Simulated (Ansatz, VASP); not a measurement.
# NaCl: VASP beside Ansatz, part 2 of 2

Aim: how closely do two programs agree when they are given the same cell, functional and k mesh? The cell is taken from a series of VASP runs on this material, whose earlier steps may have relaxed, scaled or displaced it; both programs get it as it stands.

VASP 6.6.1 and Ansatz 0.2.0.

So far: The structure; Ansatz: band structure, r2SCAN-EpsX with an exact-exchange share of 0.384.

**3. VASP: band structure, r2SCAN-EpsX with an exact-exchange share of 0.384**

Level of this step: r2SCAN-EpsX, exact-exchange share 1/2.602; plane waves and PAW (Cl, Na_pv) (VASP).

The same cell, functional, mesh and smearing now go to VASP, with its own data sets and cutoff.

Lines of VASP's logs that name or quote its potential files are left out, and so is its time.

The run reads the wave functions of an earlier VASP run, which isn't shown here.

Contents of INCAR:

```
SYSTEM = NaCl
PREC = Accurate
ENCUT = 350
EDIFF = 1E-06
NELM = 100
ISMEAR = 0
SIGMA = 0.03
LREAL = .FALSE.
ALGO = Normal
LHFCALC = .TRUE.
AEXX = 0.384
METAGGA = R2SCAN
LASPH = .TRUE.
NBANDS = 13
PRECFOCK = Fast
HFRCUT = -1
LORBIT = 11
LWAVE = .FALSE.
LCHARG = .FALSE.
KPAR = 4
```

Contents of POSCAR:

```
NaCl
1.0
    0.0000000000      2.8017500000      2.8017500000
    2.8017500000      0.0000000000      2.8017500000
    2.8017500000      2.8017500000      0.0000000000
Cl Na
1 1
Direct
    0.5000000000      0.5000000000      0.5000000000
    0.0000000000      0.0000000000      0.0000000000
```

Contents of KPOINTS:

```
Automatic mesh
0
Gamma
5 5 5
0 0 0
```

Contents of KPOINTS_OPT:

```
Line mode
10
Line-mode
Reciprocal
  0.00000000   0.00000000   0.00000000 GAMMA
  0.50000000   0.00000000   0.50000000 X

  0.50000000   0.00000000   0.50000000 X
  0.50000000   0.25000000   0.75000000 W

  0.50000000   0.25000000   0.75000000 W
  0.37500000   0.37500000   0.75000000 K

  0.37500000   0.37500000   0.75000000 K
  0.00000000   0.00000000   0.00000000 GAMMA

  0.00000000   0.00000000   0.00000000 GAMMA
  0.50000000   0.50000000   0.50000000 L

  0.50000000   0.50000000   0.50000000 L
  0.62500000   0.25000000   0.62500000 U

  0.62500000   0.25000000   0.62500000 U
  0.50000000   0.25000000   0.75000000 W

  0.50000000   0.25000000   0.75000000 W
  0.50000000   0.50000000   0.50000000 L

  0.50000000   0.50000000   0.50000000 L
  0.37500000   0.37500000   0.75000000 K

  0.62500000   0.25000000   0.62500000 U
  0.50000000   0.00000000   0.50000000 X
```

Potentials, in the order of the species: Cl and Na_pv (PBE family, release 64).

Started as:

```
mpirun -np 4 vasp_std
```

Numbers of over 12 decimals in the logs are rounded to 6 here.

The log of the run:

```text
[banner, memory and clock lines left out]
running    4 mpi-ranks, on    1 nodes
 distrk:  each k-point on    1 cores,    4 groups
 distr:  one band on    1 cores,    1 groups

 POSCAR found type information on POSCAR ClNa
 POSCAR found :  2 types and       2 ions
|                                                                             |
|               ----> ADVICE to this user running VASP <----                  |
|                                                                             |
|     You enforced a specific xc type in the INCAR file but a different       |
|     [... a line on the potential file left out ...]
|     I HOPE YOU KNOW WHAT YOU ARE DOING!                                     |
|                                                                             |

 LDA part: xc-table for (None), standard interpolation
 found WAVECAR, reading the header
 POSCAR, INCAR and KPOINTS ok, starting setup
 FFT: planning ... GRIDC
 FFT: planning ... GRID_SOFT
 FFT: planning ... GRID
 HFRCUT set to (new)   10.949136
 reading WAVECAR
 the WAVECAR file was read successfully
 initial charge from wavefunction
 entering main loop
       N       E                     dE             d eps       ncg     rms          rms(c)
DAV:   1    -0.135459399469E+02   -0.13546E+02   -0.10670E+00   260   0.121E+01    0.180E+00
DAV:   2    -0.135589217411E+02   -0.12982E-01   -0.55697E-02   290   0.308E+00    0.135E+00
DAV:   3    -0.135527715848E+02    0.61502E-02   -0.66333E-03   310   0.128E+00    0.828E-01
DAV:   4    -0.135512381148E+02    0.15335E-02   -0.20638E-03   315   0.625E-01    0.510E-01
DAV:   5    -0.135509118142E+02    0.32630E-03   -0.45288E-04   310   0.266E-01    0.312E-01
DAV:   6    -0.135508048111E+02    0.10700E-03   -0.66844E-05   305   0.100E-01    0.185E-01
DAV:   7    -0.135507579393E+02    0.46872E-04   -0.12274E-05   265   0.415E-02    0.105E-01
DAV:   8    -0.135507358290E+02    0.22110E-04   -0.43964E-06   270   0.221E-02    0.584E-02
DAV:   9    -0.135507242727E+02    0.11556E-04   -0.15803E-06   270   0.125E-02    0.322E-02
DAV:  10    -0.135507177018E+02    0.65708E-05   -0.54001E-07   265   0.742E-03    0.179E-02
DAV:  11    -0.135507138350E+02    0.38668E-05   -0.19202E-07   140   0.466E-03    0.103E-02
DAV:  12    -0.135507115691E+02    0.22659E-05   -0.12650E-07   145   0.353E-03    0.579E-03
DAV:  13    -0.135507101991E+02    0.13700E-05   -0.39309E-08   140   0.222E-03    0.330E-03
DAV:  14    -0.135507093664E+02    0.83270E-06   -0.21045E-08   145   0.146E-03
   1 F= -.13550709E+02 E0= -.13550709E+02  d E =-.164052E-28
 Start KPOINTS_OPT (optional k-point list driver)
k-point batch [1-10\100]
       N       E                     dE             ncg
DAV:   1    -0.103018710464E+04   -0.29544E+04      273
DAV:   2    -0.213044253848E+04   -0.11003E+04      270
DAV:   3    -0.220381141447E+04   -0.73369E+02      340
DAV:   4    -0.220568058458E+04   -0.18692E+01      310
DAV:   5    -0.220571553005E+04   -0.34945E-01      315
DAV:   6    -0.220571667570E+04   -0.11457E-02      328
DAV:   7    -0.220571672261E+04   -0.46912E-04      336
DAV:   8    -0.220571672463E+04   -0.20157E-05      286
DAV:   9    -0.220571672474E+04   -0.10900E-06      185
[...]
k-point batch [91-100\100]
       N       E                     dE             ncg
DAV:   1    -0.111671956618E+04   -0.55076E+04      299
DAV:   2    -0.215788913646E+04   -0.10412E+04      280
DAV:   3    -0.223252379270E+04   -0.74635E+02      320
DAV:   4    -0.223440291825E+04   -0.18791E+01      320
DAV:   5    -0.223444024947E+04   -0.37331E-01      340
DAV:   6    -0.223444152160E+04   -0.12721E-02      333
DAV:   7    -0.223444157256E+04   -0.50958E-04      315
DAV:   8    -0.223444157507E+04   -0.25140E-05      326
DAV:   9    -0.223444157516E+04   -0.91658E-07      243
```

From OUTCAR (step 3):

```text
ion  position               nearest neighbor table
   1  0.500  0.500  0.500-
   2  0.000  0.000  0.000-

  LATTYP: Found a face centered cubic cell.
 ALAT       =     5.6035000000

 Subroutine GETGRP returns: Found 48 space group operations
 (whereof 48 operations were pure point group operations)

The static configuration has the point symmetry O_h .

 Found     10 irreducible k-points:

   k-points           NKPTS =     10   k-points in BZ     NKDIM =    125   number of bands    NBANDS=     13

   dimension x,y,z NGX =    24 NGY =   24 NGZ =   24
   dimension x,y,z NGXF=    48 NGYF=   48 NGZF=   48

   ENCUT  =  350.0 eV  25.72 Ry    5.07 a.u.   6.04  6.04  6.04*2*pi/ulx,y,z

   NELECT =      14.0000    total number of electrons

 k-points in reciprocal lattice and weights: Automatic mesh
   0.00000000  0.00000000  0.00000000       0.008
   0.20000000  0.00000000  0.00000000       0.064
   0.40000000  0.00000000  0.00000000       0.064
   0.20000000  0.20000000  0.00000000       0.048
   0.40000000  0.20000000  0.00000000       0.192
  -0.40000000  0.20000000  0.00000000       0.192
  -0.20000000  0.20000000  0.00000000       0.096
   0.40000000  0.40000000  0.00000000       0.048
  -0.40000000  0.40000000  0.00000000       0.096
  -0.40000000  0.40000000  0.20000000       0.192

  exchange ACFDT corr.  =         0.00000000  see jH, gK, PRB 81, 115126

 average (electrostatic) potential at core
       1 -88.7523       2 -39.5542

 E-fermi :  -2.7163

 k-point     1 :       0.0000    0.0000    0.0000
  band No.  band energies     occupation
    ...
      3     -27.3563      2.00000
      4     -17.7774      2.00000
      5      -2.9457      2.00000
      6      -2.9457      2.00000
      7      -2.9457      2.00000
      8       5.7525      0.00000
      9      11.8987      0.00000
     10      11.8988      0.00000
     11      11.8988      0.00000
     12      14.4259      0.00000
    ...

 k-point     2 :       0.2000    0.0000    0.0000
  band No.  band energies     occupation
    ...
      3     -27.3567      2.00000
      4     -17.6444      2.00000
      5      -3.8382      2.00000
      6      -3.0611      2.00000
      7      -3.0611      2.00000
      8       6.8945      0.00000
      9      10.8633      0.00000
     10      12.2987      0.00000
     11      12.2988      0.00000
     12      14.1177      0.00000
    ...

 k-point     3 :       0.4000    0.0000    0.0000
  band No.  band energies     occupation
    ...
      3     -27.3573      2.00000
      4     -17.4137      2.00000
      5      -4.9998      2.00000
      6      -3.2396      2.00000
      7      -3.2396      2.00000
      8       7.7774      0.00000
      9      11.4795      0.00000
     10      11.9987      0.00000
     11      11.9988      0.00000
     12      16.2149      0.00000
    ...

  energy-cutoff  :      350.00
  volume of cell :       43.99
      direct lattice vectors                 reciprocal lattice vectors
     0.000000000  2.801750000  2.801750000    -0.178459891  0.178459891  0.178459891
     2.801750000  0.000000000  2.801750000     0.178459891 -0.178459891  0.178459891
     2.801750000  2.801750000  0.000000000     0.178459891  0.178459891 -0.178459891

 POSITION                                       TOTAL-FORCE (eV/Angst)
 -----------------------------------------------------------------------------------
      2.80175      2.80175      2.80175        -0.000000      0.000000     -0.000000
      0.00000      0.00000      0.00000         0.000000     -0.000000      0.000000
 -----------------------------------------------------------------------------------
    total drift:                               -0.000000     -0.000000     -0.000000

  FREE ENERGIE OF THE ION-ELECTRON SYSTEM (eV)
  ---------------------------------------------------
  free  energy   TOTEN  =       -13.5507093664 eV

  energy  without entropy=      -13.5507093664  energy(sigma->0) =      -13.55070937

 total charge
# of ion       s       p       d       tot
------------------------------------------
    1        1.582   3.619   0.000   5.201
    2        0.036   5.986   0.000   6.022
--------------------------------------------------
tot          1.617   9.605   0.000  11.222

[... 3 further parts left out ...]
```

The k-mesh is coarse for unscreened exact exchange, which converges slowly with it.

**4. Comparison**

Known differences besides the potentials themselves: exact exchange at q = 0 is treated differently, which shows on coarse meshes; VASP keeps PBE cores, Ansatz makes them for the functional; the data sets hold 16 valence electrons in Ansatz (default PAW (the set named soft_2) files) and 14 in VASP; the cutoff is 500 eV in Ansatz and 350 eV in VASP; VASP takes a coarser grid for exact exchange (PRECFOCK = Fast). Total energies have different zeros and are not compared.

Both answers:

```
                     quantity  Ansatz   VASP  difference
gap over the path points (eV)   8.694  8.698      -0.004
```

Levels at points of the path, from each program's valence-band top (eV; 3 filled, then empty):

```
k (reciprocal lattice)                               Ansatz                                 VASP
     0.000 0.000 0.000      0.00 0.00 0.00 8.69 14.81 14.81      0.00 0.00 0.00 8.70 14.84 14.84
     0.500 0.000 0.500  -1.97 -0.72 -0.72 11.34 11.41 15.37  -1.97 -0.71 -0.71 11.35 11.41 15.37
     0.500 0.222 0.722  -1.51 -1.30 -0.87 12.71 13.01 13.69  -1.51 -1.30 -0.87 12.73 13.01 13.69
     0.403 0.347 0.750  -1.65 -1.30 -0.63 11.96 12.82 14.33  -1.65 -1.30 -0.63 11.97 12.84 14.34
     0.125 0.125 0.250   -0.84 -0.25 -0.09 9.94 13.63 15.18   -0.84 -0.25 -0.09 9.94 13.65 15.22
     0.278 0.278 0.278  -1.43 -0.19 -0.19 10.40 13.73 15.16  -1.43 -0.20 -0.20 10.40 13.74 15.20
     0.556 0.389 0.556  -2.04 -0.72 -0.41 11.46 13.86 14.37  -2.04 -0.72 -0.41 11.47 13.89 14.37
     0.583 0.250 0.667  -1.64 -1.29 -0.66 12.06 12.84 14.25  -1.64 -1.29 -0.66 12.07 12.85 14.26
     0.500 0.306 0.694  -1.58 -1.30 -0.73 12.92 12.92 13.52  -1.58 -1.29 -0.73 12.92 12.94 13.53
     0.486 0.486 0.528  -2.22 -0.35 -0.33 10.79 14.70 14.82  -2.22 -0.35 -0.33 10.79 14.73 14.83
```

Among the levels compared at these points, filled levels agree within 4 meV and empty ones within 45 meV.

**5. Results**

- difference in gap over the path points (band structure, r2SCAN-EpsX with an exact-exchange share of 0.384): -0.0044 eV

In words: The difference in gap over the path points is -0.0044 eV (band structure, r2SCAN-EpsX with an exact-exchange share of 0.384), within the 0.08 eV picked in this series as the mark of a large difference. How closely two codes agree says nothing of how well the functional describes the real material.

[Lines on the potential files, build, host, timing and source positions are cut from VASP's logs without a mark.]

[Logs are printed without paths, hosts, clocks, repeated set-up lines and the standing remarks that a program may print on its own settings, such as how far it seeks lower states.]

[Hosts, paths, dates, database ids (printed as entryN), source tags and the programs' standing remarks are cut or masked in the printed files.]
